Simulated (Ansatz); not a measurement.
AlSb (F-43m), PBEsol with spin-orbit coupling, rigid bands in Ansatz (an electronic-structure program): N_c = 4.38e19 cm⁻³ at 300 K and an electron conductivity mass of 0.365 mₑ.

For 1e17 electrons per cm³ at 300 K, place the Fermi level, estimate the Seebeck coefficient of a parabolic band with constant τ, and give mobility and conductivity for τ = 50 fs.

The level lies k_BT ln(N_c/n) = 0.157 eV below the conduction-band minimum. S ≈ −(k_B/e)[ln(N_c/n) + 5/2] = -740 μV/K, against -722 μV/K from the full bands (mean over directions). μ = eτ/m = 241 cm²/(V·s) and σ = neμ = 3.86 S/cm. τ is assumed, not computed.

Band transport and this doping are assumed; polarons and phonon drag are left out.
